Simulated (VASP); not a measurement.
Here is the system:

```yaml
crystal:
  lattice:
    - [0.00000, 3.01000, 3.01000]
    - [3.01000, 0.00000, 3.01000]
    - [3.01000, 3.01000, 0.00000]
  atoms:
    - { symbol: Li, position: [0.98339, 0.01661, 0.01661] }
    - { symbol: I, position: [0.50000, 0.50000, 0.50000] }
```

The numbers are results of PBE GGA, VASP's PBE PAW potentials (set 64) (plane waves; VASP), not measurements. Numerical set-up: 600 eV cut-off, 8×8×8 Γ-centred mesh, Gaussian smearing of 0.050 eV, potentials Li_sv I.

Unless said otherwise, spin-orbit coupling is left out, though it shifts the bands of the heavy elements here.

Task: Estimate the energy per atom (σ→0), band gap (on the k-mesh) with the smallest direct gap where there is one.

Result: 
| Property | Value |
|---|---|
| band gap (on the k-mesh) | 4.26 eV |
| smallest direct gap (on the k-mesh) | 4.26 eV |
| energy per atom (σ→0) | -2.914 eV/atom |

The absolute energy has meaning only against runs of the same code, potentials and settings.

The compound is LiI in the rock salt structure. This cell was strained or had an atom moved on purpose.
